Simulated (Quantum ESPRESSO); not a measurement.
# AlN (P6_3/mmc) in Quantum ESPRESSO: reference runs

Aim: a first look at AlN with PBE, on the cell as given and on a disturbed one.

Program: Quantum ESPRESSO 7.5. These are calculated values, not measurements. Logs are shortened: lines on timing, memory, paths and dates and some standing lists are left out, and cuts for length are marked.

## Step 1: Starting point

The structure is hexagonal, space group P6_3/mmc (No. 194). Conventional cell: a = 3.312 Å, b = 3.312 Å, c = 4.188 Å, α = 90.00°, β = 90.00°, γ = 120.00°. Around Al (site symmetry -6m2) lie 5 N at 1.91 to 2.09 Å. N (site symmetry -6m2) has 5 Al at 1.91 to 2.09 Å as nearest neighbours.

Measurements of this composition are mostly on another form, of space group No. 186.

## Step 2: Single point, PBE

Input file pw.in:

```
&CONTROL
  calculation = 'scf'
  prefix = 'pwscf'
  outdir = './tmp'
  pseudo_dir = './pseudo'
  tprnfor = .true.
  tstress = .true.
  disk_io = 'nowf'
/
&SYSTEM
  ibrav = 0
  nat = 4
  ntyp = 2
  ecutwfc = 60
  ecutrho = 480
  nbnd = 14
  occupations = 'smearing'
  smearing = 'fd'
  degauss = 0.00367493
/
&ELECTRONS
  conv_thr = 8d-10
  electron_maxstep = 120
  mixing_beta = 0.5
/
ATOMIC_SPECIES
Al    26.9815 Al.pbe-n-kjpaw_psl.1.0.0.UPF
N     14.0070 N.pbe-n-radius_5.UPF
CELL_PARAMETERS angstrom
   3.3121157418    0.0000000000    0.0000000000
  -1.6560578709    2.8683763727    0.0000000000
   0.0000000000    0.0000000000    4.1875630000
ATOMIC_POSITIONS crystal
Al     0.6666666667    0.3333333333    0.2500000000
Al     0.3333333333    0.6666666667    0.7500000000
N      0.6666666667    0.3333333333    0.7500000000
N      0.3333333333    0.6666666667    0.2500000000
K_POINTS automatic
9 9 7 0 0 0
```

Potentials or basis: SSSP 1.3 efficiency PBE.

Started as:

```sh
OMP_NUM_THREADS=1 pw.x -in pw.in > pw.out
```

pw.out:

```text
This program is part of the open-source Quantum ESPRESSO suite
     for quantum simulation of materials; please cite
         "P. Giannozzi et al., J. Phys.:Condens. Matter 21 395502 (2009);
         "P. Giannozzi et al., J. Phys.:Condens. Matter 29 465901 (2017);
         "P. Giannozzi et al., J. Chem. Phys. 152 154105 (2020);
     in publications or presentations arising from this work. More details at

     file Al.pbe-n-kjpaw_psl.1.0.0.UPF: wavefunction(s)  3S 3P renormalized
     Message from routine setup:
     using ibrav=0 with symmetry is DISCOURAGED, use correct ibrav instead

     G-vector sticks info
     --------------------
     sticks:   dense  smooth     PW     G-vecs:    dense   smooth      PW
     Sum        1285     649    199                47671    16887    2763

     Using Slab Decomposition

     bravais-lattice index     =            0
     lattice parameter (alat)  =       6.2590  a.u.
     unit-cell volume          =     268.4724 (a.u.)^3
     number of atoms/cell      =            4
     number of atomic types    =            2
     number of electrons       =        16.00
     number of Kohn-Sham states=           14
     kinetic-energy cutoff     =      60.0000  Ry
     charge density cutoff     =     480.0000  Ry
     scf convergence threshold =      8.0E-10
     mixing beta               =       0.5000
     number of iterations used =            8  plain     mixing
     Exchange-correlation= PBE
                           (   1   4   3   4   0   0   0)

     celldm(1)=   6.258992  celldm(2)=   0.000000  celldm(3)=   0.000000
     celldm(4)=   0.000000  celldm(5)=   0.000000  celldm(6)=   0.000000

     crystal axes: (cart. coord. in units of alat)
               a(1) = (   1.000000   0.000000   0.000000 )
               a(2) = (  -0.500000   0.866025   0.000000 )
               a(3) = (   0.000000   0.000000   1.264317 )

     reciprocal axes: (cart. coord. in units 2 pi/alat)
               b(1) = (  1.000000  0.577350 -0.000000 )
               b(2) = (  0.000000  1.154701  0.000000 )
               b(3) = (  0.000000 -0.000000  0.790941 )

     PseudoPot. # 1 for Al read from file:
     Al.pbe-n-kjpaw_psl.1.0.0.UPF
     Pseudo is Projector augmented-wave + core cor, Zval =  3.0
     Generated using "atomic" code by A. Dal Corso  v.5.1
     Shape of augmentation charge: PSQ
     Using radial grid of 1135 points,  6 beta functions with:
                l(1) =   0
                l(2) =   0
                l(3) =   1
                l(4) =   1
                l(5) =   2
                l(6) =   2
     Q(r) pseudized with 0 coefficients

     PseudoPot. # 2 for N  read from file:
     N.pbe-n-radius_5.UPF
     Pseudo is Ultrasoft + core correction, Zval =  5.0
     Generated using "atomic" code by A. Dal Corso  v.5.1
     Using radial grid of 1085 points,  4 beta functions with:
                l(1) =   0
                l(2) =   0
                l(3) =   1
                l(4) =   1
     Q(r) pseudized with 0 coefficients

     atomic species   valence    mass     pseudopotential
     Al                3.00    26.98150     Al( 1.00)
     N                 5.00    14.00700     N ( 1.00)

     24 Sym. Ops., with inversion, found (12 have fractional translation)

   Cartesian axes

     site n.     atom                  positions (alat units)
         1        Al     tau(   1) = (   0.5000000   0.2886751   0.3160792  )
         2        Al     tau(   2) = (  -0.0000000   0.5773503   0.9482375  )
         3        N      tau(   3) = (   0.5000000   0.2886751   0.9482375  )
         4        N      tau(   4) = (  -0.0000000   0.5773503   0.3160792  )

     number of k points=    48  Fermi-Dirac smearing, width (Ry)=  0.0037
                       cart. coord. in units 2pi/alat
        k(    1) = (   0.0000000   0.0000000   0.0000000), wk =   0.0035273
        k(    2) = (   0.0000000   0.0000000   0.1129916), wk =   0.0070547
        k(    3) = (   0.0000000   0.0000000   0.2259832), wk =   0.0070547
        k(    4) = (   0.0000000   0.0000000   0.3389748), wk =   0.0070547
        k(    5) = (   0.0000000   0.1283001   0.0000000), wk =   0.0211640
        k(    6) = (   0.0000000   0.1283001   0.1129916), wk =   0.0423280
[... 40 lines left out ...]
        k(   47) = (   0.3333333   0.5773503   0.2259832), wk =   0.0141093
        k(   48) = (   0.3333333   0.5773503   0.3389748), wk =   0.0141093

     Dense  grid:    47671 G-vectors     FFT dimensions: (  45,  45,  60)

     Smooth grid:    16887 G-vectors     FFT dimensions: (  32,  32,  40)

     Initial potential from superposition of free atoms

     starting charge      15.9954, renormalised to      16.0000
     Starting wfcs are   16 randomized atomic wfcs

     Self-consistent Calculation

     iteration #  1     ecut=    60.00 Ry     beta= 0.50
     Davidson diagonalization with overlap
     ethr =  1.00E-02,  avg # of iterations =  4.0

     total energy              =    -119.41633288 Ry
     estimated scf accuracy    <       1.13175225 Ry

     iteration #  2     ecut=    60.00 Ry     beta= 0.50
     Davidson diagonalization with overlap
     ethr =  7.07E-03,  avg # of iterations =  2.0

     total energy              =    -119.74709542 Ry
     estimated scf accuracy    <       0.09005960 Ry

     iteration #  3     ecut=    60.00 Ry     beta= 0.50
     Davidson diagonalization with overlap
     ethr =  5.63E-04,  avg # of iterations =  4.5

     total energy              =    -119.75809381 Ry
     estimated scf accuracy    <       0.01333385 Ry

     iteration #  4     ecut=    60.00 Ry     beta= 0.50
     Davidson diagonalization with overlap
     ethr =  8.33E-05,  avg # of iterations =  4.6

     total energy              =    -119.75878234 Ry
     estimated scf accuracy    <       0.01889825 Ry

     iteration #  5     ecut=    60.00 Ry     beta= 0.50
     Davidson diagonalization with overlap
     ethr =  8.33E-05,  avg # of iterations =  2.1

     total energy              =    -119.76129984 Ry
     estimated scf accuracy    <       0.00035728 Ry

     iteration #  6     ecut=    60.00 Ry     beta= 0.50
     Davidson diagonalization with overlap
     c_bands:  2 eigenvalues not converged
     c_bands:  1 eigenvalues not converged
     ethr =  2.23E-06,  avg # of iterations =  8.5

     total energy              =    -119.76174451 Ry
     estimated scf accuracy    <       0.00020097 Ry

     iteration #  7     ecut=    60.00 Ry     beta= 0.50
     Davidson diagonalization with overlap
     c_bands:  1 eigenvalues not converged
     ethr =  1.26E-06,  avg # of iterations =  1.7

     total energy              =    -119.76167754 Ry
     estimated scf accuracy    <       0.00017400 Ry

     iteration #  8     ecut=    60.00 Ry     beta= 0.50
     Davidson diagonalization with overlap
     ethr =  1.09E-06,  avg # of iterations =  1.3

     total energy              =    -119.76168841 Ry
     estimated scf accuracy    <       0.00001653 Ry

     iteration #  9     ecut=    60.00 Ry     beta= 0.50
     Davidson diagonalization with overlap
     ethr =  1.03E-07,  avg # of iterations =  2.9

     total energy              =    -119.76169354 Ry
     estimated scf accuracy    <       0.00000050 Ry

     iteration # 10     ecut=    60.00 Ry     beta= 0.50
     Davidson diagonalization with overlap
     ethr =  3.15E-09,  avg # of iterations =  3.7

     total energy              =    -119.76169384 Ry
     estimated scf accuracy    <       0.00000017 Ry

     iteration # 11     ecut=    60.00 Ry     beta= 0.50
     Davidson diagonalization with overlap
     ethr =  1.07E-09,  avg # of iterations =  1.3

     total energy              =    -119.76169387 Ry
     estimated scf accuracy    <       0.00000025 Ry
[... 19 lines left out ...]
     total energy              =    -119.76169378 Ry
     estimated scf accuracy    <       0.00000003 Ry

     iteration # 15     ecut=    60.00 Ry     beta= 0.50
     Davidson diagonalization with overlap
     ethr =  1.97E-10,  avg # of iterations =  1.1

     total energy              =    -119.76169378 Ry
     estimated scf accuracy    <       0.00000002 Ry

     iteration # 16     ecut=    60.00 Ry     beta= 0.50
     Davidson diagonalization with overlap
     ethr =  9.70E-11,  avg # of iterations =  2.2

     total energy              =    -119.76169378 Ry
     estimated scf accuracy    <          9.3E-10 Ry

     iteration # 17     ecut=    60.00 Ry     beta= 0.50
     Davidson diagonalization with overlap
     ethr =  5.84E-12,  avg # of iterations =  4.3

     End of self-consistent calculation

          k = 0.0000 0.0000 0.0000 (  2125 PWs)   bands (ev):

    -7.8227  -4.1997   2.0935   5.6900   5.6900   7.3515   7.3515   8.9660
    12.2365  13.3744  17.2072  17.2072  20.1977  20.7714

          k = 0.0000 0.0000 0.1130 (  2131 PWs)   bands (ev):

    -7.6986  -4.4945   2.4598   5.7643   5.7643   7.2631   7.2631   8.4080
    12.7034  13.6003  17.0617  17.0617  19.6622  20.3375

          k = 0.0000 0.0000 0.2260 (  2132 PWs)   bands (ev):

    -7.3338  -5.1945   3.3813   5.9772   5.9772   7.0169   7.0169   7.2364
    13.6011  14.1696  16.9378  16.9378  18.6490  18.6491

          k = 0.0000 0.0000 0.3390 (  2090 PWs)   bands (ev):

    -6.7535  -6.0085   4.5854   5.9069   6.2972   6.2972   6.6690   6.6690
    14.4033  14.6441  17.1454  17.1454  17.7398  17.7398

          k = 0.0000 0.1283 0.0000 (  2127 PWs)   bands (ev):

    -7.6827  -4.1960   2.2450   5.1889   5.4913   6.8573   7.4223   8.7294
    12.8643  13.8959  16.6677  17.5854  19.7792  19.7986

          k = 0.0000 0.1283 0.1130 (  2127 PWs)   bands (ev):

    -7.5605  -4.4683   2.5362   5.3297   5.5732   6.6341   7.3115   8.4613
    13.1185  14.1082  16.7450  17.4139  18.6360  19.9063
[... 191 lines left out ...]
          k = 0.3333 0.5774 0.0000 (  2112 PWs)   bands (ev):

    -5.2916  -5.2916   2.2687   4.4357   4.4357   5.2105   5.2105   6.4346
    14.1713  15.1406  17.7340  17.7340  20.1536  21.0577

          k = 0.3333 0.5774 0.1130 (  2103 PWs)   bands (ev):

    -5.2546  -5.2546   2.4015   3.5751   3.5751   6.0650   6.1720   6.1720
    14.6123  15.2242  17.7076  17.7076  20.1121  20.1122

          k = 0.3333 0.5774 0.2260 (  2097 PWs)   bands (ev):

    -5.1680  -5.1680   2.6827   2.6827   2.7948   5.2162   7.3129   7.3129
    15.4522  15.4537  17.4422  17.4422  19.8201  19.8201

          k = 0.3333 0.5774 0.3390 (  2118 PWs)   bands (ev):

    -5.0949  -5.0949   2.1827   2.1827   3.4308   4.2687   8.0403   8.0403
    15.7377  15.8609  17.0526  17.0526  20.1834  20.1834

     the Fermi energy is    10.3525 ev

!    total energy              =    -119.76169378 Ry
     estimated scf accuracy    <          2.8E-11 Ry
     smearing contrib. (-TS)   =      -0.00000000 Ry
     internal energy E=F+TS    =    -119.76169378 Ry

     The total energy is F=E-TS. E is the sum of the following terms:
     one-electron contribution =      -0.76805516 Ry
     hartree contribution      =      11.27125060 Ry
     xc contribution           =     -16.56501260 Ry
     ewald contribution        =     -44.35898085 Ry
     one-center paw contrib.   =     -69.34089577 Ry

     convergence has been achieved in  17 iterations

     Forces acting on atoms (cartesian axes, Ry/au):

     atom    1 type  1   force =     0.00000000    0.00000000   -0.00000000
     atom    2 type  1   force =     0.00000000    0.00000000    0.00000000
     atom    3 type  2   force =     0.00000000    0.00000000   -0.00000000
     atom    4 type  2   force =     0.00000000    0.00000000    0.00000000

     Total force =     0.000000     Total SCF correction =     0.000000

     Computing stress (Cartesian axis) and pressure

          total   stress  (Ry/bohr**3)                   (kbar)     P=        2.86
   0.00003006   0.00000000   0.00000000            4.42        0.00        0.00
   0.00000000   0.00003006   0.00000000            0.00        4.42        0.00
   0.00000000   0.00000000  -0.00000170            0.00        0.00       -0.25

=------------------------------------------------------------------------------=
   JOB DONE.
=------------------------------------------------------------------------------=
```

Wall time 54 s (1 thread of Arm Neoverse V1, shared host); peak memory 0.23 GiB.

What came out:

* Free energy: -1629.4409 eV
* Pressure: 0.3 GPa
* Band gap on the k mesh: 3.27 eV, direct

Caveat: an odd mesh through Γ misses points on the zone boundary, where band edges often lie.

[end of part 1 of 2]
